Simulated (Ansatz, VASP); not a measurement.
## One calculation of MgS, two programs

File INCAR:

```
  PREC = Accurate
  ENCUT = 520
  EDIFF = 1E-6
  ISMEAR = 0
  SIGMA = 0.05
  LREAL = F
  LASPH = T
  NELM = 100
  ALGO = Normal
  ISIF = 2
  LWAVE = F
  LCHARG = F
  GGA = PS
  NBANDS = 11
```

The input KPOINTS:

```
Automatic mesh
0
Gamma
  8 8 8
```

POSCAR

```
MgS
1.0
    0.0000000000      2.7317325000      2.4715675000
    2.7317325000      0.0000000000      2.4715675000
    2.7317325000      2.7317325000      0.0000000000
Mg S
1 1
Direct
    0.0000000000      0.0000000000      0.0000000000
    0.5000000000      0.5000000000      0.5000000000
```

Input for Ansatz:

```yaml
crystal:
  lattice:
    - [0.0, 2.7317325, 2.4715675]
    - [2.7317325, 0.0, 2.4715675]
    - [2.7317325, 2.7317325, 0.0]
  atoms:
    - { symbol: Mg, position: [0.0, 0.0, 0.0] }
    - { symbol: S, position: [0.5, 0.5, 0.5] }
basis:
  ecutwfc: 420
kpoints:
  mp_grid: { grid: [8, 8, 8] }
hamiltonian:
  xc: pbesol
scf:
  occupations: { method: gaussian, width: 0.05 }
output:
  forces: true
  stress: true
  eigenvalues: true
```

Change from the starting cell: strain +0.050 along x and y, -0.050 along z, atoms carried along.

Alike in both runs: task single point; functional PBEsol; k mesh 8 × 8 × 8; occupations gaussian, width 0.05 eV; no spin polarisation.

|  | VASP | Ansatz |
| --- | --- | --- |
| version | VASP 6.6.1 | Ansatz 0.2.0 |
| potentials or method | VASP PAW PBE potentials, release 64 (Mg, S) | scalar-relativistic, plane waves, PAW |
| plane-wave cutoff (eV) | 520 | 420 |
| valence electrons in the cell | 8 | 16 |

```csv
,VASP,Ansatz,Ansatz less VASP
gap on the k mesh at the Fermi level (eV),2.28,2.28,0.000
least direct gap on the mesh (eV),3.10,3.10,+0.002
pressure (GPa),-2.8,-2.6,+0.19
largest component of the traceless stress (GPa),6.47,6.50,+0.028
```

The two sets of potentials don't hold the same shells in valence.

Caveats: the PAW data sets were made with another functional, which shifts forces and pressure a little (VASP). A k mesh can miss the band edges.
